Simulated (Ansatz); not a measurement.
# TiAl3 and the effect of the pressure

The cell as given:

Space group Pm-3m (No. 221). a = 3.956 Å, b = 3.956 Å, c = 3.956 Å, α = 90.00°, β = 90.00°, γ = 90.00°
```
atom  site  symmetry       x       y       z
  Ti    1a      m-3m  0.0000  0.0000  0.0000
  Al    3c    4/mm.m  0.0000  0.5000  0.5000
```

The cell comes from a database or a generator and needn't be the stable form of this composition.

Kept alike: task relaxation of cell and atoms; functional PBEsol; k mesh 7 × 7 × 7; occupations fermi-dirac, width 0.05 eV; no spin polarisation. Program: Ansatz, Ansatz PAW, cutoff 420 eV. The mesh is that of the run's cell of 4 atoms. No spin-orbit coupling.

```tsv
pressure, P (GPa)	volume (Å³/atom)
0	15.391
2	15.126
5	14.773
10	?
20	13.428
```

The relaxations keep at least the cell's symmetry (Pm-3m). For a metal such a mesh leaves the last digits unconverged. Runs of this series that gave no sound value for these columns are left out. The runs follow the start's structure, whether or not it is the stable one at these pressures. P is the pressure aimed at, which the runs meet within some hundredths to tenths of a GPa. All rows use potentials made for PBE.

Fit the rows shown and predict the run at 10 GPa.

Murnaghan's form V = V0 (1 + B′P/B0)^(-1/B′) through the rows shown has V0 = 15.3899, B0 = 113 GPa and B′ = 3.67 (largest miss 0.0022); at P = 10 it gives 14.255 Å³/atom. The run gave: volume 14.257 Å³/atom.
